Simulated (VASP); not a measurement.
Wanted: the native input for a VASP 6.6.1 run.

```yaml
Task: relaxation of the atoms
Functional: r2SCAN
Potentials_or_basis: VASP PAW PBE potentials, release 64 (Ge_d)
Cutoff: 600 eV
k_mesh: 10 × 10 × 10
Occupations: gaussian, width 0.03 eV
Spin: no spin polarisation
Further_INCAR_settings: ALGO = Normal; EDIFF = 1e-07; IBRION = 2; EDIFFG = -0.01; NSW = 40
```

The structure of Ge lies in POSCAR:

```
Ge                                      
1.0
    0.0000000000      2.8193440284      2.8193440284
    2.8193440284      0.0000000000      2.8193440284
    2.8193440284      2.8193440284      0.0000000000
  Ge            
     2
Direct
     0.0000000000000000    0.0000000000000000    0.0000000000000000
     0.2500000000000000    0.2500000000000000    0.2500000000000000
```

The cell isn't the ideal one: a relaxed cell with its volume scaled by 0.98.

The input as run:

INCAR

```
SYSTEM = Ge
ALGO = Normal ; EDIFF = 1E-7
EDIFFG = -0.01 ; ENCUT = 600
IBRION = 2 ; ISIF = 2
ISMEAR = 0 ; LASPH = .True.
LCHARG = .False. ; LMIXTAU = .True.
LREAL = .False. ; LWAVE = .False.
METAGGA = R2SCAN ; NELM = 80
NSW = 40 ; PREC = Accurate
SIGMA = 0.03
```

KPOINTS

```
k-points
0
Gamma
  10 10 10
  0 0 0
```

Potentials or basis: VASP PAW PBE potentials, release 64 (Ge_d).

Launch:

```bash
$ cat potpaw_PBE.64/Ge_d/POTCAR > POTCAR
$ mpirun -np 1 vasp_std > vasp.out
```

Results of the run:

```
Pressure after relaxing : 1.5 GPa
Band gap on the k mesh  : 0.48 eV, indirect (least direct gap 0.50 eV)
```

Caveat: the relaxation stopped at its first step, so nothing moved; the PAW data sets were made with another functional, which shifts forces and pressure a little.

It took 88 s on 1 thread of AMD EPYC 9R45 96-Core Processor (Zen 5), with other jobs on the host, peak memory 0.17 GiB.
